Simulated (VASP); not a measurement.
## InAs (F-43m) under a change of volume

How do the elastic response and the band edges of InAs follow a change of volume?

Main program and level: VASP 6.6.1; PBEsol; plane waves and PAW (In_d, As), in the first sound run; inputs show where later runs differ.

**1. Set-up**

Symmetry: F-43m, No. 216, cubic system. Conventional cell: a = 6.058 Å, b = 6.058 Å, c = 6.058 Å, α = 90.00°, β = 90.00°, γ = 90.00°. In has 4 As at 2.62 Å nearest. Nearest to As lie 4 In at 2.62 Å. Farther neighbours are not listed.

As a file:

```xyz
2
Lattice="0.0000 3.0290 3.0290 3.0290 0.0000 3.0290 3.0290 3.0290 0.0000" Properties=species:S:1:pos:R:3 pbc="T T T"
In    0.0000    0.0000    0.0000
As    1.5145    1.5145    1.5145
```

**2. Relax the crystal, PBEsol**

The series starts from the cell that this level prefers, so that zero strain is near zero stress.

This step took 2 runs in a row; the last is shown.

Level: PBEsol; plane waves and PAW (In_d, As).

INCAR reads:

```
SYSTEM = InAs
PREC = Accurate
ENCUT = 450
EDIFF = 1E-07
NELM = 120
ISMEAR = 0
SIGMA = 0.02
LREAL = .FALSE.
ALGO = Normal
GGA = PS
NBANDS = 15
LASPH = .TRUE.
LORBIT = 11
LWAVE = .FALSE.
LCHARG = .FALSE.
KPAR = 24
IBRION = 2
NSW = 40
ISIF = 3
EDIFFG = -0.005
POTIM = 0.4
```

POSCAR reads:

```
InAs
1.0
    0.0000000000      3.0456045425      3.0456045425
    3.0456045425      0.0000000000      3.0456045425
    3.0456045425      3.0456045425      0.0000000000
In As
1 1
Direct
    0.0000000000      0.0000000000      0.0000000000
    0.2500000000      0.2500000000      0.2500000000
```

KPOINTS reads:

```
Automatic mesh
0
Gamma
9 9 9
0 0 0
```

PAW data sets: In_d and As (PBE family, release 64).

Command:

```sh
mpirun -np 24 vasp_std
```

What it wrote:

```text
[banner, memory and clock lines left out]
running   24 mpi-ranks, on    1 nodes
[...]
|                                                                             |
|           W    W    AA    RRRRR   N    N  II  N    N   GGGG   !!!           |
|           W    W   A  A   R    R  NN   N  II  NN   N  G    G  !!!           |
|           W    W  A    A  R    R  N N  N  II  N N  N  G       !!!           |
|           W WW W  AAAAAA  RRRRR   N  N N  II  N  N N  G  GGG   !            |
|           WW  WW  A    A  R   R   N   NN  II  N   NN  G    G                |
|           W    W  A    A  R    R  N    N  II  N    N   GGGG   !!!           |
|                                                                             |
|     For optimal performance we recommend to set                             |
|       NCORE = 2 up to number-of-cores-per-socket                            |
|     NCORE specifies how many cores store one orbital (NPAR=cpu/NCORE).      |
|     This setting can greatly improve the performance of VASP for DFT.       |
[...]
|     You enforced a specific xc type in the INCAR file but a different       |
|     [... a line on the potential file left out ...]
|     I HOPE YOU KNOW WHAT YOU ARE DOING!                                     |
|                                                                             |

 LDA part: xc-table for (Slater+PW92), standard interpolation
 POSCAR, INCAR and KPOINTS ok, starting setup
[...]
entering main loop
       N       E                     dE             d eps       ncg     rms          rms(c)
DAV:   1     0.105999339080E+03    0.10600E+03   -0.77527E+03  1050   0.116E+03
DAV:   2    -0.172912698525E+01   -0.10773E+03   -0.10374E+03  1127   0.283E+02
DAV:   3    -0.860209019947E+01   -0.68730E+01   -0.68405E+01  1372   0.745E+01
DAV:   4    -0.877300027292E+01   -0.17091E+00   -0.17088E+00  1349   0.133E+01
[...]
DAV:  12    -0.848898196072E+01    0.26810E-08   -0.57608E-06  1183   0.252E-02    0.840E-03
DAV:  13    -0.848898207484E+01   -0.11412E-06   -0.11745E-06  1407   0.598E-03    0.393E-03
DAV:  14    -0.848898201892E+01    0.55915E-07   -0.64293E-08   967   0.256E-03
   1 F= -.84889820E+01 E0= -.84889609E+01  d E =-.848898E+01
[...]
reached required accuracy - stopping structural energy minimisation
```

Wall time 7 s (24 MPI ranks of Intel Xeon Platinum 8259CL at 2.50GHz (Skylake/Cascade Lake), shared host); peak memory 4.5 GiB; 2.5 min of CPU time.

The logs omit lines about the potential files and the build; timing stands in the text.

From OUTCAR (step 2):

```text
  Total        0.0020639      0.0020639      0.0020639      0.0000000      0.0000000      0.0000000
  in kB        0.0585251      0.0585251      0.0585251      0.0000000      0.0000000      0.0000000
  external PRESSURE =       0.0585251 kB  Pullay stress =       0.0000000 kB

 POSITION                                       TOTAL-FORCE (eV/Angst)
 -----------------------------------------------------------------------------------
      0.00000      0.00000      0.00000        -0.000000      0.000000     -0.000000
      1.52280      1.52280      1.52280         0.000000     -0.000000      0.000000
 -----------------------------------------------------------------------------------
    total drift:                                0.000000      0.000000      0.000000

  FREE ENERGIE OF THE ION-ELECTRON SYSTEM (eV)
  ---------------------------------------------------
  free  energy   TOTEN  =        -8.4889820189 eV

  energy  without entropy=       -8.4889396973  energy(sigma->0) =       -8.48896086

 reached required accuracy - stopping structural energy minimisation

[... 3 further parts left out ...]
[key lines of the parts left out:]
E-fermi :   4.1613
```

This run gave:

| Quantity | Value |
| --- | --- |
| energy(sigma→0) of the program | -8.4890 eV |
| stress, compression positive | xx, yy, zz 0.01, 0.01, 0.01 GPa |
| volume | 56.500 Å³ |
| ionic steps | 1 |

**3. Relax at fixed volume, PBEsol**

One member in full: the volume is scaled by 0.96, and the cell is held.

Level: PBEsol; plane waves and PAW (In_d, As).

Edit INCAR of step 2 so:

```diff
@@ -15,7 +15,8 @@
 LCHARG = .FALSE.
-KPAR = 24
+KPAR = 6
 IBRION = 2
 NSW = 40
-ISIF = 3
-EDIFFG = -0.005
+ISIF = 2
+EDIFFG = -0.004
 POTIM = 0.4
+MAXMIX = 40
```

POSCAR reads:

```
InAs
1.0
    0.0000000000      3.0044426785      3.0044426785
    3.0044426785      0.0000000000      3.0044426785
    3.0044426785      3.0044426785      0.0000000000
In As
1 1
Direct
    0.0000000000      0.0000000000      0.0000000000
    0.2500000000      0.2500000000      0.2500000000
```

KPOINTS is that of step 2.

Command:

```sh
mpirun -np 6 vasp_std
```

What it wrote:

```text
[banner, memory and clock lines left out]
running    6 mpi-ranks, on    1 nodes
[...]
[... a notice as in an earlier step ...]

 [... a notice as in an earlier step ...]

 LDA part: xc-table for (Slater+PW92), standard interpolation
 POSCAR, INCAR and KPOINTS ok, starting setup
[...]
entering main loop
       N       E                     dE             d eps       ncg     rms          rms(c)
DAV:   1     0.106969484504E+03    0.10697E+03   -0.77902E+03  1064   0.118E+03
DAV:   2    -0.160391693482E+01   -0.10857E+03   -0.10431E+03  1141   0.287E+02
DAV:   3    -0.859736646207E+01   -0.69934E+01   -0.69613E+01  1358   0.752E+01
DAV:   4    -0.877017063454E+01   -0.17280E+00   -0.17277E+00  1314   0.134E+01
[...]
DAV:  13    -0.847174596507E+01   -0.56818E-07   -0.13088E-06  1365   0.628E-03    0.333E-03
DAV:  14    -0.847174585622E+01    0.10886E-06   -0.68751E-08   973   0.282E-03    0.161E-03
DAV:  15    -0.847174590353E+01   -0.47309E-07   -0.54699E-09   637   0.787E-04
   1 F= -.84717459E+01 E0= -.84717247E+01  d E =-.847175E+01
[...]
reached required accuracy - stopping structural energy minimisation
```

Elapsed: 8.4 s, on 6 MPI ranks; peak memory 1 GiB.

Parts of OUTCAR (step 3):

```text
  Total        0.8510679      0.8510679      0.8510679      0.0000000      0.0000000     -0.0000000
  in kB       25.1392913     25.1392913     25.1392913      0.0000000      0.0000000     -0.0000000
  external PRESSURE =      25.1392913 kB  Pullay stress =       0.0000000 kB

 POSITION                                       TOTAL-FORCE (eV/Angst)
 -----------------------------------------------------------------------------------
      0.00000      0.00000      0.00000        -0.000000     -0.000000     -0.000000
      1.50222      1.50222      1.50222         0.000000      0.000000      0.000000
 -----------------------------------------------------------------------------------
    total drift:                               -0.000000     -0.000000     -0.000000

  FREE ENERGIE OF THE ION-ELECTRON SYSTEM (eV)
  ---------------------------------------------------
  free  energy   TOTEN  =        -8.4717459035 eV

  energy  without entropy=       -8.4717035819  energy(sigma->0) =       -8.47172474

[... 2 parts as in an earlier step ...]

[... 2 further parts left out ...]
[key lines of the parts left out:]
E-fermi :   4.5740
```

Read from the output:

| Property | Result |
| --- | --- |
| energy(sigma→0) of the program | -8.4717 eV |
| stress, compression positive | xx, yy, zz 2.51, 2.51, 2.51 GPa |
| ionic steps | 1 |

**4. Band edges, HSE06 with spin-orbit coupling**

Short lines in KPOINTS_OPT sample the zone centre, for masses, and the other valleys.

Level: HSE06, spin-orbit coupling; plane waves and PAW (In_d, As).

INCAR reads:

```
SYSTEM = InAs
PREC = Accurate
ENCUT = 450
EDIFF = 1E-06
NELM = 100
ISMEAR = 0
SIGMA = 0.02
LREAL = .FALSE.
ALGO = Normal
LHFCALC = .TRUE.
AEXX = 0.25
GGA = PE
HFSCREEN = 0.2
LASPH = .TRUE.
LNONCOLLINEAR = .TRUE.
MAGMOM = 0 0 0 0 0 0
NBANDS = 28
GGA_COMPAT = .FALSE.
LSORBIT = .TRUE.
PRECFOCK = Fast
LWAVE = .FALSE.
LCHARG = .FALSE.
KPAR = 6
```

POSCAR is that of step 3.

KPOINTS reads:

```
Automatic mesh
0
Gamma
4 4 4
0 0 0
```

KPOINTS_OPT reads:

```
Line mode
6
Line-mode
Reciprocal
  0.00000000   0.00000000   0.00000000
  0.02390860   0.02390860   0.00000000

  0.00000000   0.00000000   0.00000000
 -0.00000000  -0.02390860  -0.02390860

  0.31000000   0.31000000   0.00000000
  0.50000000   0.50000000   0.00000000

  0.00000000   0.31000000   0.31000000
  0.00000000   0.50000000   0.50000000

  0.45000000   0.45000000   0.45000000
  0.50000000   0.50000000   0.50000000

  0.45000000   0.00000000   0.00000000
  0.50000000   0.00000000   0.00000000

  0.42500000   0.42500000   0.00000000
  0.42500000   0.44890860   0.02390860

  0.50000000   0.50000000   0.50000000
  0.48309407   0.51690593   0.50000000
```

Command:

```sh
mpirun -np 6 vasp_ncl
```

What it wrote:

```text
[banner, memory and clock lines left out]
running    6 mpi-ranks, on    1 nodes
[...]
[... a notice as in an earlier step ...]

 LDA part: xc-table for (Slater+PW92), standard interpolation
 found WAVECAR, reading the header
 POSCAR, INCAR and KPOINTS ok, starting setup
[...]
reading WAVECAR
 the WAVECAR file was read successfully
 initial charge from wavefunction
 entering main loop
       N       E                     dE             d eps       ncg     rms          rms(c)
DAV:   1    -0.914918648032E+01   -0.91492E+01   -0.64172E-01   760   0.128E+01    0.374E+00
DAV:   2    -0.916195349291E+01   -0.12767E-01   -0.65629E-02   624   0.257E+00    0.355E+00
DAV:   3    -0.916002420852E+01    0.19293E-02   -0.61971E-03   772   0.106E+00    0.286E+00
DAV:   4    -0.915941715257E+01    0.60706E-03   -0.67478E-04   680   0.354E-01    0.179E+00
DAV:   5    -0.915929485310E+01    0.12230E-03   -0.17825E-04   640   0.156E-01    0.111E+00
DAV:   6    -0.915926379699E+01    0.31056E-04   -0.25868E-05   684   0.702E-02    0.677E-01
DAV:   7    -0.915925458173E+01    0.92153E-05   -0.69506E-06   616   0.338E-02    0.408E-01
DAV:   8    -0.915925349887E+01    0.10829E-05   -0.27129E-06   516   0.174E-02    0.245E-01
DAV:   9    -0.915925428568E+01   -0.78681E-06   -0.13144E-06   504   0.102E-02
   1 F= -.91592543E+01 E0= -.91592543E+01  d E =-.552691E-25  mag=    -0.0000    -0.0000    -0.0000
 Start KPOINTS_OPT (optional k-point list driver)
k-point batch [1-10\48]
       N       E                     dE             ncg
DAV:   1     0.760680473805E+03    0.70865E+03      560
DAV:   2    -0.889809255112E+03   -0.16505E+04      572
DAV:   3    -0.108868848967E+04   -0.19888E+03      700
DAV:   4    -0.110418289051E+04   -0.15494E+02      644
DAV:   5    -0.110465786602E+04   -0.47498E+00      768
DAV:   6    -0.110466785144E+04   -0.99854E-02      688
DAV:   7    -0.110466816149E+04   -0.31005E-03      768
DAV:   8    -0.110466816700E+04   -0.55063E-05      688
DAV:   9    -0.110466816711E+04   -0.11317E-06      360
[...]
k-point batch [41-48\48]
       N       E                     dE             ncg
DAV:   1     0.143027054231E+04   -0.33553E+04      448
DAV:   2     0.143066102484E+03   -0.12872E+04      448
DAV:   3    -0.202762889325E+01   -0.14509E+03      520
DAV:   4    -0.900687047536E+01   -0.69792E+01      536
DAV:   5    -0.930951103648E+01   -0.30264E+00      672
DAV:   6    -0.931588730516E+01   -0.63763E-02      552
DAV:   7    -0.931614112463E+01   -0.25382E-03      688
DAV:   8    -0.931614524653E+01   -0.41219E-05      544
DAV:   9    -0.931614532552E+01   -0.78984E-07      368
```

The job ended after 24 min (6 MPI ranks; peak memory 2.3 GiB).

Parts of OUTCAR (step 4):

```text
  LATTYP: Found a face centered cubic cell.
 ALAT       =     6.0088853570

 Subroutine GETGRP returns: Found 24 space group operations
 (whereof 24 operations were pure point group operations)

The static configuration has the point symmetry T_d .

 Found     10 irreducible k-points:

   k-points           NKPTS =     10   k-points in BZ     NKDIM =     64   number of bands    NBANDS=     28

   dimension x,y,z NGX =    30 NGY =   30 NGZ =   30
   dimension x,y,z NGXF=    60 NGYF=   60 NGZF=   60

   ENCUT  =  450.0 eV  33.07 Ry    5.75 a.u.   7.35  7.35  7.35*2*pi/ulx,y,z

   NELECT =      18.0000    total number of electrons

  exchange ACFDT corr.  =         0.00000000  see jH, gK, PRB 81, 115126

 E-fermi :   4.5594

 k-point     1 :       0.0000    0.0000    0.0000
  band No.  band energies     occupation
    ...
     14       4.0396      1.00000
     15       4.4177      1.00000
     16       4.4177      1.00000
     17       4.4177      1.00000
     18       4.4177      1.00000
     19       5.0075      0.00000
     20       5.0075      0.00000
     21       8.6926      0.00000
     22       8.6926      0.00000
     23       9.1451      0.00000
    ...

 k-point     2 :       0.2500    0.0000    0.0000
  band No.  band energies     occupation
    ...
     14       0.3521      1.00000
     15       3.5288      1.00000
     16       3.5288      1.00000
     17       3.7861      1.00000
     18       3.7990      1.00000
     19       6.3547      0.00000
     20       6.3547      0.00000
     21       9.6343      0.00000
     22       9.6343      0.00000
     23       9.8924      0.00000
    ...

 POSITION                                       TOTAL-FORCE (eV/Angst)
 -----------------------------------------------------------------------------------
      0.00000      0.00000      0.00000         0.000000      0.000000      0.000000
      1.50222      1.50222      1.50222        -0.000000     -0.000000     -0.000000
 -----------------------------------------------------------------------------------
    total drift:                               -0.000001     -0.000001     -0.000002

  FREE ENERGIE OF THE ION-ELECTRON SYSTEM (eV)
  ---------------------------------------------------
  free  energy   TOTEN  =        -9.1592542857 eV

  energy  without entropy=       -9.1592542857  energy(sigma->0) =       -9.15925429

 Spin-Orbit-Coupling matrix elements
 Ion:    1  E_soc:     -0.0688623
 Ion:    2  E_soc:     -0.0236106

[... 1 part as in an earlier step ...]

[... 7 further parts left out ...]
```

Numbers from this step:

* energy(sigma→0) of the program: -9.1593 eV

**5. The whole series**

Hybrid runs start from orbitals of a short PBEsol run, not shown.

The other members went through these steps as far as the tables show, with the same cutoff and, step by step, the same mesh; 20 runs are not shown. The session took 17 core hours (wall time by ranks) on a shared machine.

```
volume over the relaxed volume  volume (Å³/atom)  pressure (GPa)  energy above the unstrained row (meV/atom)
                         0.940            26.555           3.998                                      20.085
                         0.960            27.120           2.514                                       8.618
                         0.980            27.685           1.189                                       2.100
                             1            28.250           0.006                                       0.000
                         1.020            28.815          -1.049                                       1.841
                         1.040            29.380          -1.986                                       7.197
                         1.060            29.945          -2.820                                      15.671
```

A cubic of the pressure in ln(V/V₀) through all rows has the slope −B at V₀: B = 56 GPa, and its curvature gives B′ = 4.8.

Band edges at HSE06 with spin-orbit coupling, counted from the valence-band top at Γ, spin-orbit pairs averaged, with one row partly withheld:

```
volume over the relaxed volume  gap (eV)  conduction band at Γ (eV)  Δ or X valley along z (eV)  lowest conduction level at L, [111] (eV)  second valence level below the top (eV)  third valence level below the top (eV)
                         0.940     0.715                      0.715                       1.960                                     1.681                                    0.000                                   0.380
                         0.960     0.590                      0.590                       1.995                                     1.624                                    0.000                                   0.378
                         0.980     0.467                      0.467                       2.028                                     1.568                                    0.000                                   0.376
                             1     0.346                      0.346                       2.058                                     1.514                                    0.000                                   0.374
                         1.020         ?                          ?                       2.087                                     1.460                                    0.000                                   0.372
                         1.040     0.112                      0.112                       2.113                                     1.408                                    0.000                                   0.371
```

Conduction masses, in electron masses (the axis is [001]):

```
volume over the relaxed volume  L [111] mass, longitudinal  L [111] mass, transverse along [1-10]
                         0.940                       1.920                                  0.119
                         0.960                       1.904                                  0.118
                         0.980                       1.897                                  0.117
                             1                       1.891                                  0.116
                         1.020                       1.897                                  0.116
                         1.040                       1.892                                  0.115
```

**6. Working out the slope**

The quantity to fit is the conduction level at Γ above the mean of the three top valence levels at HSE06 with spin-orbit coupling: 0.841, 0.716, 0.592, 0.471, 0.236 eV in the rows shown.

A least-squares parabola through the 5 rows shown, with u the logarithm of the volume ratio: E = − 0.08085 u² − 5.993 u + 0.4710 (eV), r.m.s. residual 7.1e-5 eV.

At u = 0.01980 this predicts 0.3523 eV.

**7. Prediction against calculation**

The calculation gives 0.3521 eV, so the prediction is 0.0002 eV too high.

**8. Summary of results**

```
bulk modulus                                                                                                          : 56 GPa
gap of the unstrained cell, HSE06 with spin-orbit coupling                                                            : 0.35 eV
dE/d ln V of the conduction level at Γ above the mean of the three top valence levels, HSE06 with spin-orbit coupling : -5.99 eV
error of the predicted row                                                                                            : 0.2 meV
```

What this shows: At HSE06 with spin-orbit coupling the lowest conduction valley is Γ throughout, and the gap runs between 0.11 and 0.71 eV. At HSE06 with spin-orbit coupling the gap falls under 0.05 eV in some or all rows, where bands may have changed order, so 1 row at and beyond those points is left out of its table. The gap at PBEsol is under 0.05 eV in some or all rows and is left out; the elastic columns come from such cells and can be uneven. Hole masses are left out throughout, since the top bands are degenerate or cross in many series; of conduction masses, those of the Γ, L and (for Si and Ge under (001) strain) Δ valleys are kept where they change by under an eighth between rows. HSE06 ran on a coarser mesh than the semilocal levels. Δ or X levels are the lowest on their line, refined by a parabola unless they lie at X; the gap is read from all points sampled and can differ from the lowest valley by some meV, or by tens of meV where strain moves the valence top off Γ. Temperature, zero-point motion and excitons are left out.

[Lines on the potential files, build, host, timing and source positions are cut from VASP's logs without a mark.]

[Logs are printed without paths, hosts, clocks, repeated set-up lines and the standing remarks that a program may print on its own settings, such as how far it seeks lower states.]

[Hosts, paths, dates, database ids (printed as entryN), source tags and the programs' standing remarks are cut or masked in the printed files.]

[In band tables of VASP the shares of atoms and orbitals are scaled to a sum of 1 inside the atoms' spheres.]
